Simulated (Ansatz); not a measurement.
# How much does Bi in W(100), 2x2 scatter?

Aim: the resistance that Bi in W(100), 2x2 adds to the host.

Method: Ansatz plane-wave DFT, PBE, PAW files; ballistic transport by layer matching (Landauer), zero bias; PAW set soft_1, in the first sound run; inputs show where later runs differ, in Ansatz 0.2.0.

## Step 1: The structure

The cell holds 72 atoms: 71 W and 1 Bi. Cell: a = 6.330 Å, b = 6.330 Å, c = 28.483 Å, α = 90.0°, β = 90.0°, γ = 90.0°. It derives from W. Regions: lead, 40 atoms (40 W); scattering region, 32 atoms (31 W and 1 Bi). The structure is stacked along c, and the current runs across the ab planes.

## Step 2: Transmission at ideal sites

The defect sits in one plane of the supercell, all atoms on ideal sites; the layers about the cell's end are the lead. The mesh across the current, 8×8, is finer than the density's, because channels open and close sharply across the zone. Energies from -0.1 to 0.1 eV in steps of 0.05 eV are too few for the program's thermal sum, so it prints no conductance; for a metal the transmission near the Fermi level serves, at a fraction of the cost.

File input.yaml:

```yaml
crystal:
  lattice:
    - [6.3296, 0.0, 0.0]
    - [0.0, 6.3296, 0.0]
    - [0.0, 0.0, 28.4832]
  atoms:
    - { symbol: W, position: [0.0, 0.0, 0.0277777778] }
    - { symbol: W, position: [0.0, 0.5, 0.0277777778] }
    - { symbol: W, position: [0.5, 0.0, 0.0277777778] }
    - { symbol: W, position: [0.5, 0.5, 0.0277777778] }
    - { symbol: W, position: [0.25, 0.25, 0.0833333333] }
    - { symbol: W, position: [0.25, 0.75, 0.0833333333] }
    - { symbol: W, position: [0.75, 0.25, 0.0833333333] }
    - { symbol: W, position: [0.75, 0.75, 0.0833333333] }
    - { symbol: W, position: [0.0, 0.0, 0.1388888889] }
    - { symbol: W, position: [0.0, 0.5, 0.1388888889] }
    - { symbol: W, position: [0.5, 0.0, 0.1388888889] }
    - { symbol: W, position: [0.5, 0.5, 0.1388888889] }
    - { symbol: W, position: [0.25, 0.25, 0.1944444444] }
    - { symbol: W, position: [0.25, 0.75, 0.1944444444] }
    - { symbol: W, position: [0.75, 0.25, 0.1944444444] }
    - { symbol: W, position: [0.75, 0.75, 0.1944444444] }
    - { symbol: W, position: [0.0, 0.0, 0.25] }
    - { symbol: W, position: [0.0, 0.5, 0.25] }
    - { symbol: W, position: [0.5, 0.0, 0.25] }
    - { symbol: W, position: [0.5, 0.5, 0.25] }
    - { symbol: W, position: [0.25, 0.25, 0.3055555556] }
    - { symbol: W, position: [0.25, 0.75, 0.3055555556] }
    - { symbol: W, position: [0.75, 0.25, 0.3055555556] }
    - { symbol: W, position: [0.75, 0.75, 0.3055555556] }
    - { symbol: W, position: [0.0, 0.0, 0.3611111111] }
    - { symbol: W, position: [0.0, 0.5, 0.3611111111] }
    - { symbol: W, position: [0.5, 0.0, 0.3611111111] }
    - { symbol: W, position: [0.5, 0.5, 0.3611111111] }
    - { symbol: W, position: [0.25, 0.25, 0.4166666667] }
    - { symbol: W, position: [0.25, 0.75, 0.4166666667] }
    - { symbol: W, position: [0.75, 0.25, 0.4166666667] }
    - { symbol: W, position: [0.75, 0.75, 0.4166666667] }
    - { symbol: W, position: [0.0, 0.0, 0.4722222222] }
    - { symbol: W, position: [0.0, 0.5, 0.4722222222] }
    - { symbol: W, position: [0.5, 0.0, 0.4722222222] }
    - { symbol: W, position: [0.5, 0.5, 0.4722222222] }
    - { symbol: Bi, position: [0.25, 0.25, 0.5277777778] }
    - { symbol: W, position: [0.25, 0.75, 0.5277777778] }
    - { symbol: W, position: [0.75, 0.25, 0.5277777778] }
    - { symbol: W, position: [0.75, 0.75, 0.5277777778] }
    - { symbol: W, position: [0.0, 0.0, 0.5833333333] }
    - { symbol: W, position: [0.0, 0.5, 0.5833333333] }
    - { symbol: W, position: [0.5, 0.0, 0.5833333333] }
    - { symbol: W, position: [0.5, 0.5, 0.5833333333] }
    - { symbol: W, position: [0.25, 0.25, 0.6388888889] }
    - { symbol: W, position: [0.25, 0.75, 0.6388888889] }
    - { symbol: W, position: [0.75, 0.25, 0.6388888889] }
    - { symbol: W, position: [0.75, 0.75, 0.6388888889] }
    - { symbol: W, position: [0.0, 0.0, 0.6944444444] }
    - { symbol: W, position: [0.0, 0.5, 0.6944444444] }
    - { symbol: W, position: [0.5, 0.0, 0.6944444444] }
    - { symbol: W, position: [0.5, 0.5, 0.6944444444] }
    - { symbol: W, position: [0.25, 0.25, 0.75] }
    - { symbol: W, position: [0.25, 0.75, 0.75] }
    - { symbol: W, position: [0.75, 0.25, 0.75] }
    - { symbol: W, position: [0.75, 0.75, 0.75] }
    - { symbol: W, position: [0.0, 0.0, 0.8055555556] }
    - { symbol: W, position: [0.0, 0.5, 0.8055555556] }
    - { symbol: W, position: [0.5, 0.0, 0.8055555556] }
    - { symbol: W, position: [0.5, 0.5, 0.8055555556] }
    - { symbol: W, position: [0.25, 0.25, 0.8611111111] }
    - { symbol: W, position: [0.25, 0.75, 0.8611111111] }
    - { symbol: W, position: [0.75, 0.25, 0.8611111111] }
    - { symbol: W, position: [0.75, 0.75, 0.8611111111] }
    - { symbol: W, position: [0.0, 0.0, 0.9166666667] }
    - { symbol: W, position: [0.0, 0.5, 0.9166666667] }
    - { symbol: W, position: [0.5, 0.0, 0.9166666667] }
    - { symbol: W, position: [0.5, 0.5, 0.9166666667] }
    - { symbol: W, position: [0.25, 0.25, 0.9722222222] }
    - { symbol: W, position: [0.25, 0.75, 0.9722222222] }
    - { symbol: W, position: [0.75, 0.25, 0.9722222222] }
    - { symbol: W, position: [0.75, 0.75, 0.9722222222] }
kpoints:
  mp_grid: { grid: [4, 4, 1] }
hamiltonian:
  xc: pbe
  pseudopotentials: { kind: paw, azcp: { folder: soft_1 } }
scf:
  occupations: { method: fermi_dirac, width: 0.1 }
output:
  transmission: { leads: [[0, 4]], kmesh: [8, 8], e_range: [-0.1, 0.1], de: 0.05 }
  write_potential: true
  write_density: true
  volumetric_format: npy
  elf: true
```

Started as:

```
> ansatz run input.yaml --threads 4 --pin off --max-ram 15360MiB --backend cpu --events-out ev --progress --plain --runs-dir out
```

Numbers of over 12 decimals in the logs are rounded to 6 here.

The program printed:

```text
Engine: ansatz 0.2.0, x86_64-unknown-linux-gnu
Pseudopotentials: kind: paw
Pseudopotential: W, paw, valence charge 14, recommended cutoff 420 eV (normal), soft_1/W.paw.azcp
Pseudopotential: Bi, paw, valence charge 15, recommended cutoff 420 eV (normal), soft_1/Bi.paw.azcp
Functional definition: PBE
  parameter kappa = 0.804
  parameter beta = 0.066725
  exchange = pbe_x(kappa = kappa, mu = beta*pi^2/3)
  correlation = pbe_c(beta = beta)
Crystal: 72 atoms, lattice volume = 1141.146 Å³
Basis set: ecut = 420 eV, 22299 PW (Γ)
Bands: 606, of which v1, the nominal top of the filled ones, is band 505 counted from 1 (504 counted from 0)
Symmetry: 16 space group operations
Space group: P4/mmm (ITA 123), of the structure as read, at distance tolerance 1.0e-4 Å
k-points: 6 of 16
Non-local potential: W, projectors of the file, l = 0: 3, l = 1: 2, l = 2: 2, l = 3: 1
Non-local potential: Bi, projectors of the file, l = 0: 2, l = 1: 2, l = 2: 2, l = 3: 1
PAW form: soft (Blöchl's): semilocal exchange-correlation on the pseudo side does not see the compensation charge
PAW one-centre angular grid: W, 590 points (default); XC on 64 Gauss nodes
PAW one-centre angular grid: Bi, 590 points (default); XC on 64 Gauss nodes
Initial density: superposition of atomic densities (chi_scale 0.1, normalization cell, long waves 15 % of neutral atoms (reshape's long-wave potential 1.15 eV rms, cloud 3.10 Å wide))
Initial wavefunctions: pseudopotential atomic-orbital guess
Functional: x = pbe(κ = 0.804, μ = 0.219515), c = pbe(β = 0.066725)
SCF iter   1: F=—  HF=-749826.103684 eV  |F-HF|=—  |Δ(HF+E_count)|=         —  Δρ=7.13e-2  dr2=2.17e3  ethr=3.10e-3  ⟨swp⟩=5.8  Hψ=13690  notcnv=0  defer=1
preconditioner: auto → Kerker (q_TF=auto, 2.673 Å⁻¹)  [metal: Δε(μ)=0.014 eV  Ē_g=5.361 eV  σ=0.100 eV  W_gap=0.04  n_scr=372 (ndim 8)  ℏωp=22.8 eV  f_vac=0.000  D(μ)=47.45/eV (n_scr^D=388)]
SCF iter   2: F=—  HF=-749809.102499 eV  |F-HF|=—  |Δ(HF+E_count)|=    1.70e1  Δρ=4.47e-2  dr2=1.03e3  ethr=3.10e-3  ⟨swp⟩=2.0  Hψ=4642  notcnv=0  defer=36
SCF iter   3: F=—  HF=-749796.005234 eV  |F-HF|=—  |Δ(HF+E_count)|=    1.31e1  Δρ=8.84e-3  dr2=7.76e1  ethr=3.10e-3  ⟨swp⟩=3.2  Hψ=9817  notcnv=0  defer=4
SCF iter   4: F=—  HF=-749795.146591 eV  |F-HF|=—  |Δ(HF+E_count)|=   8.59e-1  Δρ=4.02e-3  dr2=9.51e-1  ethr=3.10e-3  ⟨swp⟩=1.8  Hψ=4169  notcnv=0  defer=6
SCF iter   5: F=—  HF=-749795.101611 eV  |F-HF|=—  |Δ(HF+E_count)|=   4.50e-2  Δρ=7.76e-4  dr2=8.29e-1  ethr=9.42e-5  ⟨swp⟩=1.3  Hψ=3743  notcnv=0  defer=6
SCF iter   6: F=—  HF=-749795.092805 eV  |F-HF|=—  |Δ(HF+E_count)|=   8.81e-3  Δρ=1.81e-4  dr2=7.53e-3  ethr=8.22e-5  ⟨swp⟩=1.0  Hψ=3630  notcnv=0  defer=6
SCF iter   7: F=—  HF=-749795.092634 eV  |F-HF|=—  |Δ(HF+E_count)|=   1.72e-4  Δρ=4.15e-5  dr2=3.75e-4  ethr=7.47e-7  ⟨swp⟩=2.0  Hψ=3636  notcnv=0  defer=6
SCF iter   8: F=—  HF=-749795.092547 eV  |F-HF|=—  |Δ(HF+E_count)|=   8.64e-5  Δρ=1.31e-5  dr2=3.41e-5  ethr=3.71e-8  ⟨swp⟩=2.0  Hψ=4174  notcnv=0  defer=6
SCF iter   9: F=—  HF=-749795.093020 eV  |F-HF|=—  |Δ(HF+E_count)|=   4.73e-4  Δρ=3.74e-6  dr2=3.68e-6  ethr=3.38e-9  ⟨swp⟩=2.0  Hψ=4287  notcnv=0  defer=6
SCF iter  10: F=-749795.093020 eV  HF=-749795.093020 eV  |F-HF|=2.50e-8  |Δ(HF+E_count)|=   1.37e-7  Δρ=7.98e-7  dr2=2.87e-8  ethr=9.91e-12  ⟨swp⟩=6.7  Hψ=10878  notcnv=0
SCF 1 converged in 10 iterations: F = -749795.093020 eV  dr2 = 2.87e-8
  greatest PAW one-centre occupation: 0.999 electrons in one spin orbital (limit 2), on the W atom at site 51 (counted from 0), in its partial waves of l = 0
transmission: 54 of 540 steps passed
transmission: 108 of 540 steps passed
[...]
transmission: 540 of 540 steps passed
SCF converged after 10 iterations
Free energy (F): -749795.093020 eV
Harris-Foulkes:  -749795.093020 eV  (|F-HF|=2.50e-8)
Internal energy: -749793.909794 eV  (E = F + TS)
E sigma→0 (E₀):  -749794.501407 eV
Entropy (-TS):   -1.183226 eV (-16.434 meV/atom)
Fermi energy:    22.470137 eV
--- Per-component energies (eV) ---
  E_band       = -5846.739077
  E_kinetic    = 30229.445302
  E_local      = -39120.119013  (includes V_loc(G=0)·N_el)
  E_nonlocal   = -1395.456178
  E_hartree    = 16426.367432
  E_xc         = -19169.441624
  E_vxc        = -16571.783895  (∫ρ·V_xc dr)
  E_paw        = -619698.540380  (= ΣΔE_a)
  E_vpaw       = -11841.573989  (= ΣTr[D̂ρ^β])
  E_aug_tail   = 0.010677  (compensation charges beyond the density's cutoff)
  E_ewald      = -117066.176009
  E_smearing   = -1.183226  (= −TS)
  E_closure    = 0.000000  (closes the sum)
  Σ components = -749795.093020   (vs F -749795.093020, Δ=0.00e0)
--- Band table (eV; the first three rows and the last of 6) ---
  k-point 0: bands = [... 501 lower, 22.3742, 22.4210, 22.4240, 22.4562, 22.4607, 22.4691, 22.4691, 22.5698, ... 97 higher]
  k-point 1: bands = [... 501 lower, 22.3718, 22.3877, 22.4035, 22.4361, 22.4446, 22.4962, 22.4999, 22.5483, ... 97 higher]
  k-point 2: bands = [... 501 lower, 22.3306, 22.4764, 22.5413, 22.6238, 22.6322, 22.6483, 22.6536, 22.6751, ... 97 higher]
  k-point 5: bands = [... 501 lower, 21.7979, 21.9157, 22.1835, 22.1835, 22.4612, 22.5366, 22.5366, 22.8837, ... 97 higher]
--- Transmission ---
  basis      : 349 plane waves across, 36 finite elements along
  points     : 15, standing for a mesh of 8 x 8
  energies   : 5 from -0.100000 to 0.100000 eV about the Fermi level, 0.050000 eV apart; the leads are filled to 0.000000 eV, and channels, transmission and decay are at 0.000000 eV
  crystal 0  : W4, at the sites [0, 4], period 1.5824 Å, over 26.90 Å; its Hamiltonian steps by up to 6.3 meV
    offset         : up to 0.0000 Å between an atom of the period and one for which it stands
    channels       : 5.281250e0 a spin
    conductance    : none, the energies end too early or step too widely for 300 K: set another output.transmission.e_range or a lower de, or, where they end at an eighth of basis.ecutwfc, a higher one
    slowest decay  : 0.0385 /Å at (0.5000, 0.5000)
  junction   : crystal 0 to crystal 0, 0.88 to 27.79 Å
    transmission   : 3.436303e0 a spin
    conductance    : none, the energies end too early or step too widely for 300 K: set another output.transmission.e_range or a lower de, or, where they end at an eighth of basis.ecutwfc, a higher one
```

Wall time 4.8 min (4 threads of Intel Xeon Platinum 8488C (Sapphire Rapids), shared host); peak memory 11 GiB.

This run has no spin polarisation although its electron count is odd.

Numbers from this step:

```
free energy                                    : -749795.0930 eV
energy at zero smearing                        : -749794.5014 eV
Fermi energy                                   : 22.47 eV
cell area                                      : 40.06 Å²
transmission per spin nearest the Fermi level  : 3.436
open channels per spin nearest the Fermi level : 5.281
step of the lead's potential                   : 6.3 meV
```

Per spin. Transmission, zone mean against energy, zero at the Fermi level:

```
energy (eV)  transmission, zone mean
    -0.1000                     3.21
    -0.0500                     3.23
     0.0000                     3.44
     0.0500                     3.52
     0.1000                     3.61
```

Per spin. Open channels, zone mean, lead against energy, zero at the Fermi level:

```
energy (eV)  open channels, zone mean, lead
    -0.1000                            4.72
    -0.0500                            4.66
     0.0000                            5.28
     0.0500                            5.66
     0.1000                            5.53
```

Transmission over k1 and k2. At 0.0000 eV from the Fermi level.

Ten even steps from '_' (0.0) to '@' (10.0):
```
..__..::--::..__
......--==--....
::::--%%@@%%--::
::--==@@@@@@==--
::::--%%@@%%--::
......--==--....
..__..::--::..__
__....::::::....
```
Columns: k1 (b1) from -0.5 to 0.375; rows upwards: k2 (b2) from -0.5 to 0.375.

Open channels over k1 and k2. At 0.0000 eV from the Fermi level.

Ten even steps from '_' (0.0) to '@' (14.0):
```
..__::::--::::__
..::..++++++..::
::::++@@@@@@++::
::--++@@@@@@++--
::::++@@@@@@++::
..::..++++++..::
..__::::--::::__
__....::::::....
```
Columns: k1 (b1) from -0.5 to 0.375; rows upwards: k2 (b2) from -0.5 to 0.375.

Valence density in the ca plane at fractional y = 0.250, with atoms of W and Bi within 0.2 Å of it. It is the smooth field of the valence electrons, not physical close to the nuclei.

Ten even steps from '0' (0.3 e/Å³) to '9' (7.9 e/Å³), each cell a mean:
```
00000000000000000000000000000000000000000000
00000000000000000000000000000000000000000000
10000144200000244200000344100001343100001442
20000366510000466400001566300002666200003665
20000366510000466400001566300002666200003665
10000144200000244200000243100001343100001442
00000000000000000000000000000000000000000000
00000000000000000000000000000000000000000000
00000000000000000000000000000000000000000000
00000000000000000000000000000000000000000000
00000022100000122100000122000000121000000221
10000256410000366300001476200001565100002564
20000366510001466400001698300002666200003665
10000256410000366300001476200001565100002564
00000012100000122100000122000000121000000121
00000000000000000000000000000000000000000000
00000000000000000000000000000000000000000000
```
Columns run along c (16.0 Å, from fractional 0.22 to 0.78 of the cell), rows up along a (6.3 Å). Atoms in or near the plane, at fractional coordinates: W at (0.31, 0.25), W at (0.31, 0.75), W at (0.42, 0.25), W at (0.42, 0.75), Bi at (0.53, 0.25), W at (0.53, 0.75), W at (0.64, 0.25), W at (0.64, 0.75), W at (0.75, 0.25), W at (0.75, 0.75).

ELF in the ca plane at fractional y = 0.250, with atoms of W and Bi within 0.2 Å of it. It is the smooth field of the valence electrons, not physical close to the nuclei.

Values, 9 rows by 16 columns, each cell a mean:
```
0.42 0.43 0.26 0.39 0.45 0.28 0.35 0.48 0.28 0.29 0.48 0.35 0.28 0.45 0.39 0.26
0.34 0.33 0.54 0.38 0.33 0.52 0.42 0.35 0.47 0.47 0.35 0.43 0.51 0.34 0.38 0.54
0.34 0.32 0.51 0.39 0.30 0.49 0.43 0.31 0.47 0.47 0.31 0.44 0.49 0.30 0.39 0.51
0.39 0.41 0.30 0.36 0.44 0.30 0.33 0.47 0.30 0.30 0.47 0.33 0.30 0.45 0.36 0.30
0.46 0.46 0.34 0.45 0.45 0.36 0.44 0.43 0.35 0.35 0.43 0.43 0.36 0.45 0.45 0.34
0.37 0.38 0.41 0.35 0.42 0.39 0.36 0.39 0.33 0.33 0.39 0.36 0.39 0.42 0.35 0.41
0.33 0.31 0.45 0.39 0.30 0.45 0.43 0.28 0.20 0.21 0.28 0.43 0.45 0.30 0.39 0.45
0.35 0.36 0.51 0.36 0.39 0.47 0.39 0.36 0.30 0.30 0.36 0.39 0.47 0.39 0.36 0.50
0.45 0.45 0.30 0.43 0.45 0.32 0.41 0.42 0.36 0.36 0.42 0.41 0.33 0.45 0.43 0.30
```
Columns run along c (16.0 Å, from fractional 0.22 to 0.78 of the cell), rows up along a (6.3 Å). Atoms in or near the plane, at fractional coordinates: W at (0.31, 0.25), W at (0.31, 0.75), W at (0.42, 0.25), W at (0.42, 0.75), Bi at (0.53, 0.25), W at (0.53, 0.75), W at (0.64, 0.25), W at (0.64, 0.75), W at (0.75, 0.25), W at (0.75, 0.75).

Electrostatic potential energy in the ca plane at fractional y = 0.250, with atoms of W and Bi within 0.2 Å of it. With pseudopotentials it is smooth inside the atoms' cores, unlike the true potential.

Ten even steps from '0' (-24 eV) to '9' (23 eV), each cell a mean:
```
99999999999999999999999989999999999999999999
89999755689999755799998655799998656899997556
58998310269997300379996201389985101589973102
27996100038995000059983000169972000279961000
27996100038995000059983000169972000279961000
58998410269997300379996201489985101589973102
89999755689999755799998655799998656899997556
99999999999999999999999989999999999999999999
99999999999999999999999999999999999999999999
99999987899999877899999877899999878999999878
69998632479998522589996312589996323699985324
38997200048996100168983000169973000389962000
27996100038984000048972000059972000279961000
38997200048996100169983000169973000389972000
79998632479998522589996312589996323799985324
99999987899999888899999877899999878999999878
99999999999999999999999999999999999999999999
```
Columns run along c (16.0 Å, from fractional 0.22 to 0.78 of the cell; values clipped at the 3rd and 97th percentile), rows up along a (6.3 Å). Atoms in or near the plane, at fractional coordinates: W at (0.31, 0.25), W at (0.31, 0.75), W at (0.42, 0.25), W at (0.42, 0.75), Bi at (0.53, 0.25), W at (0.53, 0.75), W at (0.64, 0.25), W at (0.64, 0.75), W at (0.75, 0.25), W at (0.75, 0.75).

Over the solved energies the transmission per spin lies between 3.21 and 3.61, out of 5.17 channels of the lead on average (up to 5.66).

## Step 3: Resistance at ideal sites

This step: Ansatz plane-wave DFT, PBE, PAW files; ballistic transport by layer matching (Landauer), zero bias; area resistance of the defect plane and resistivity an atomic per cent; PAW set soft_1 (Ansatz 0.2.0).

This step gave:

| Item | Value |
| --- | --- |
| area resistance | 0.5273 fΩ m² |
| T over the leads' mean channel count | 0.6536 |
| resistivity per at.% scaled from this dense plane, with the factor 3/4 for isotropic scattering | 9.997 µΩ cm |

Averaged over the energies near the Fermi level, 65.4 % of the channels pass, which makes 0.527 fΩ m².

By hand, with T and the leads' channels N averaged over the energies near the Fermi level: RA = A (h/2e²)(1/T − 1/N) = 40.06×10⁻²⁰ m² × 12 906 Ω × (1/3.397 − 1/5.198) = 0.527 fΩ m². Per atomic per cent: RA × A / V_atom × 0.01 × 3/4 = 10.00 µΩ cm, with the host's V_atom = 15.85 Å³.

[end of part 1 of 3]

[Logs are printed without paths, hosts, clocks, repeated set-up lines and the standing remarks that a program may print on its own settings, such as how far it seeks lower states.]

[Hosts, paths, dates, database ids (printed as entryN), source tags and the programs' standing remarks are cut or masked in the printed files.]
